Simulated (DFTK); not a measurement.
# WC (Fm-3m) in DFTK: reference runs

How does WC come out in PBEsol? The cell is run as given and disturbed.

All numbers are computed with DFTK 0.8.2; they aren't measurements. Logs are shortened: lines on timing, memory, paths and dates and some standing lists are left out, and cuts for length are marked.

## 1. Starting point

Symmetry: Fm-3m, No. 225, cubic system. The conventional cell has a = 4.385 Å, b = 4.385 Å, c = 4.385 Å, α = 90.00°, β = 90.00°, γ = 90.00°. Around W (site symmetry m-3m) lie 6 C at 2.19 Å. C (site symmetry m-3m) is surrounded by 6 W at 2.19 Å.

Measurements of this composition are mostly on another form, of space group No. 187.

## 2. Single point, PBEsol

Contents of run.jl:

```julia
using DFTK
using PseudoPotentialData
using Unitful, UnitfulAtomic
using LinearAlgebra, Printf
include("save.jl")
disable_threading()

# lattice vectors are the columns
lattice = austrip(1u"Å") * [           0.0       2.192684       2.192684;
                 2.192684            0.0       2.192684;
                 2.192684       2.192684            0.0]
symbols   = [:W, :C]
positions = [[0.0, 0.0, 0.0],
             [0.5, 0.5, 0.5]]
pseudopotentials = PseudoFamily("dojo.nc.sr.pbesol.v0_4_1.standard.upf")
elements = Dict(s => ElementPsp(s, pseudopotentials) for s in unique(symbols))
atoms    = [elements[s] for s in symbols]

build_model(lattice, positions; symmetries=true) =
    model_DFT(lattice, atoms, positions;
              functionals=PBEsol(),
              temperature=austrip(0.05u"eV"),
              smearing=Smearing.FermiDirac(),
              symmetries)
Ecut  = 41.0  # hartree
kgrid = [10, 10, 10]
tol   = 1e-6
to_GPa = ustrip(uconvert(u"GPa", 1u"hartree/bohr^3"))

model = build_model(lattice, positions)
basis = PlaneWaveBasis(model; Ecut, kgrid)
display(basis)
scfres = self_consistent_field(basis;
                               tol,
                               nbandsalg=AdaptiveBands(model; n_bands_converge=14))
display(scfres.energies)
@printf "Fermi level: %.6f eV\n" ustrip(auconvert(u"eV", something(scfres.εF, NaN)))
forces = compute_forces_cart(scfres)
println("Forces (eV/Å)")
for (s, f) in zip(symbols, forces)
    @printf "%-3s %12.6f %12.6f %12.6f\n" s ustrip.(auconvert.(u"eV/Å", f))...
end
stress = compute_stresses_cart(scfres)
println("Stress (GPa)")
display(round.(stress * to_GPa; digits=4))
println("Levels at the first k-point (eV): ", round.(ustrip.(auconvert.(u"eV", scfres.eigenvalues[1][1:scfres.n_bands_converge])); digits=4))
save_scf!(scfres; forces, stress)
```

Potentials or basis: dojo.nc.sr.pbesol.v0_4_1.standard.upf (PBEsol).

Command:

```sh
julia --threads=1 run.jl  # save.jl only writes the numbers to a file and isn't shown; printed stress counts tension as positive; times include loading and compiling
```

Output:

```text
PlaneWaveBasis discretization:

    Ecut                 : 41.0 Ha
    fft_size             : (36, 36, 36), 46656 total points
    kgrid                : MonkhorstPack([10, 10, 10])
    num.   red. kpoints  : 1000
    num. irred. kpoints  : 47

    Discretized Model(gga_x_pbe_sol+gga_c_pbe_sol, 3D):
        lattice (in Bohr)    : [0         , 4.14357   , 4.14357   ]
                               [4.14357   , 0         , 4.14357   ]
                               [4.14357   , 4.14357   , 0         ]
        unit cell volume     : 142.28 Bohr³

        atoms                : CW
        pseudopot. family    : PseudoFamily("dojo.nc.sr.pbesol.v0_4_1.standard.upf")

        num. electrons       : 18
        spin polarization    : none
        temperature          : 0.0018375 Ha
        smearing             : DFTK.Smearing.FermiDirac()

        terms                : Kinetic()
                               AtomicLocal()
                               AtomicNonlocal()
                               Ewald(nothing)
                               PspCorrection()
                               Hartree()
                               Xc(gga_x_pbe_sol, gga_c_pbe_sol)
                               Entropy()
n     Energy            log10(ΔE)   log10(Δρ)   Diag   Δtime
---   ---------------   ---------   ---------   ----   ------
  1   -81.65894658188                   -0.55    5.6    7.25s
  2   -81.81836052862       -0.80       -1.28    2.9    4.03s
  3   -81.82040345464       -2.69       -1.58    2.5    2.38s
  4   -81.82071371000       -3.51       -2.23    1.7    3.30s
  5   -81.82073337470       -4.71       -2.98    2.3    3.11s
  6   -81.82073433928       -6.02       -3.78    2.6    3.69s
  7   -81.82073435198       -7.90       -4.60    2.7    3.25s
  8   -81.82073435238       -9.40       -5.35    3.0    3.35s
  9   -81.82073435239      -10.95       -6.04    2.7    3.49s
Energy breakdown (in Ha):
    Kinetic             24.3984405
    AtomicLocal         -44.5856234
    AtomicNonlocal      12.3975537
    Ewald               -66.0083124
    PspCorrection       2.0067660
    Hartree             8.5765503
    Xc                  -18.6058730
    Entropy             -0.0002360

    total               -81.820734352392
Fermi level: 18.596296 eV
Forces (eV/Å)
W       0.000000     0.000000     0.000000
C      -0.000000     0.000000    -0.000000
Stress (GPa)
3×3 StaticArraysCore.SMatrix{3, 3, Float64, 9} with indices SOneTo(3)×SOneTo(3):
 9.8601  0.0      0.0
 0.0     9.8601  -0.0
 0.0     0.0      9.8601
Levels at the first k-point (eV): [-56.8467, -20.8363, -20.8363, -20.8363, 2.7545, 15.7889, 15.7889, 15.7889, 17.5153, 17.5153, 17.5153, 17.5795, 17.5795, 25.0034]
```

It took 87 s on 1 thread of Intel Xeon 6975P-C (Granite Rapids), shared host; peak memory 1.7 GiB.

What came out:

* Free energy: -2226.4556 eV
* Pressure: -9.9 GPa
* Band gap on the k mesh: none (metal or under the smearing width)

The run has no spin-orbit coupling, so splittings on W are missing.

## 3. Single point, PBEsol (atoms moved at random, drawn with an rms of 0.05 Å)

run.jl: that of step 2 with these lines changed.

```diff
@@ -12,4 +12,4 @@
 symbols   = [:W, :C]
-positions = [[0.0, 0.0, 0.0],
-             [0.5, 0.5, 0.5]]
+positions = [[-0.017418, -0.004818, 0.002798],
+             [0.517446, 0.505944, 0.486775]]
 pseudopotentials = PseudoFamily("dojo.nc.sr.pbesol.v0_4_1.standard.upf")
```

Potentials or basis: dojo.nc.sr.pbesol.v0_4_1.standard.upf (PBEsol).

Command:

```sh
julia --threads=1 run.jl  # save.jl only writes the numbers to a file and isn't shown; printed stress counts tension as positive; times include loading and compiling
```

Output:

```text
PlaneWaveBasis discretization:

    Ecut                 : 41.0 Ha
    fft_size             : (36, 36, 36), 46656 total points
    kgrid                : MonkhorstPack([10, 10, 10])
    num.   red. kpoints  : 1000
    num. irred. kpoints  : 1000

    Discretized Model(gga_x_pbe_sol+gga_c_pbe_sol, 3D):
        lattice (in Bohr)    : [0         , 4.14357   , 4.14357   ]
                               [4.14357   , 0         , 4.14357   ]
                               [4.14357   , 4.14357   , 0         ]
        unit cell volume     : 142.28 Bohr³

        atoms                : CW
        pseudopot. family    : PseudoFamily("dojo.nc.sr.pbesol.v0_4_1.standard.upf")

        num. electrons       : 18
        spin polarization    : none
        temperature          : 0.0018375 Ha
        smearing             : DFTK.Smearing.FermiDirac()

        terms                : Kinetic()
                               AtomicLocal()
                               AtomicNonlocal()
                               Ewald(nothing)
                               PspCorrection()
                               Hartree()
                               Xc(gga_x_pbe_sol, gga_c_pbe_sol)
                               Entropy()
n     Energy            log10(ΔE)   log10(Δρ)   Diag   Δtime
---   ---------------   ---------   ---------   ----   ------
  1   -81.65644437675                   -0.55    4.9     137s
  2   -81.81722546133       -0.79       -1.29    2.9     113s
  3   -81.81899041408       -2.75       -1.58    2.4     102s
  4   -81.81928673170       -3.53       -2.25    1.7    82.3s
  5   -81.81930493784       -4.74       -2.92    2.3    95.4s
  6   -81.81930608379       -5.94       -3.63    2.5     104s
  7   -81.81930611217       -7.55       -4.12    2.7     109s
  8   -81.81930611541       -8.49       -4.51    2.3    98.4s
  9   -81.81930611606       -9.19       -4.99    2.1    92.6s
 10   -81.81930611614      -10.12       -5.91    2.3    97.8s
 11   -81.81930611614      -12.20       -6.49    3.4     116s
Energy breakdown (in Ha):
    Kinetic             24.4151615
    AtomicLocal         -44.6675629
    AtomicNonlocal      12.3990240
    Ewald               -65.9733422
    PspCorrection       2.0067660
    Hartree             8.6109317
    Xc                  -18.6100416
    Entropy             -0.0002426

    total               -81.819306116138
Fermi level: 18.566885 eV
Forces (eV/Å)
W      -0.076577     0.279774     0.651745
C       0.076571    -0.279753    -0.651694
Stress (GPa)
3×3 StaticArraysCore.SMatrix{3, 3, Float64, 9} with indices SOneTo(3)×SOneTo(3):
  9.9356  0.0149  -0.0001
  0.0149  9.1149   0.012
 -0.0001  0.012    4.7434
Levels at the first k-point (eV): [-56.8312, -20.8309, -20.8251, -20.8241, 2.7583, 15.4824, 15.5144, 15.7887, 16.5326, 17.3461, 17.8548, 18.0941, 18.6676, 24.9508]
```

Wall time 42 min (1 thread of Intel Xeon Platinum 8259CL at 2.50GHz (Skylake/Cascade Lake), shared host); peak memory 7.3 GiB.

What came out:

```
Free energy            : -2226.4167 eV
Pressure               : -7.9 GPa
Largest force          : 0.713 eV/Å
Band gap on the k mesh : none (metal or under the smearing width)
```

Forces on the atoms (eV/Å):
```
W   -0.077  0.280  0.652
C    0.077 -0.280 -0.652
```

Levels at points of the mesh, in eV from the Fermi level:
```
              k point  band 6  band 7  band 8  band 9  band 10  band 11  band 12  band 13
   (0.00, 0.00, 0.00)   -3.08   -3.05   -2.78   -2.03    -1.22    -0.71    -0.47     0.10
  (-0.50, 0.00, 0.00)   -9.76   -6.62   -6.60    1.00     1.04     2.31     4.83     8.62
  (0.00, -0.50, 0.00)   -9.82   -6.58   -6.53    0.99     1.02     2.28     4.67     8.45
 (-0.50, -0.50, 0.00)   -5.83   -5.58   -2.52   -2.47     0.87     2.25     2.25     5.13
  (0.00, 0.00, -0.50)   -9.81   -6.59   -6.54    0.99     1.02     2.28     4.69     8.48
 (-0.50, 0.00, -0.50)   -5.96   -5.61   -2.60   -2.30     0.97     2.25     2.26     5.37
 (0.00, -0.50, -0.50)   -5.98   -5.62   -2.62   -2.27     0.99     2.25     2.26     5.42
(-0.50, -0.50, -0.50)   -9.78   -6.61   -6.58    0.99     1.04     2.30     4.78     8.58
```
